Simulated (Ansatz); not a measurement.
The system is GaN.

```xyz
4
Lattice="3.1800 0.0000 0.0000 -1.5900 2.7540 0.0000 0.0000 0.0000 5.1660" Properties=species:S:1:pos:R:3 pbc="T T T"
Ga    1.5900    0.9180    2.5830
Ga    0.0000    1.8360    0.0000
N     1.5900    0.9180    4.5203
N     0.0000    1.8360    1.9373
```

Base run:

```yaml
Program: Ansatz 0.2.0
Functional: rPW86-PBE
Potentials_or_basis: Ansatz PAW
Cutoff: "420 eV (not typed: the program's choice for these potentials)"
k_mesh: 10 × 10 × 5
Occupations: fermi-dirac, width 0.05 eV
Spin: no spin polarisation
```

Its results: band gap on the k mesh 1.97 eV, direct; pressure 13.2 GPa; largest force 0.130 eV/Å.

The run is repeated on the same cell with these changes: functional from rPW86-PBE to PBE; potentials or basis from Ansatz PAW to SPMS NC; cutoff from 420 eV (not typed: the program's choice for these potentials) to 1034 eV (not typed: the program's choice for these potentials). What comes out?

Band gap on the k mesh 2.01 eV, direct; pressure 7.9 GPa; largest force 0.138 eV/Å.

Caveats: the PAW data sets come from PBE, with cores solved anew for the run's functional, which leaves a small shift of forces and pressure (some runs).
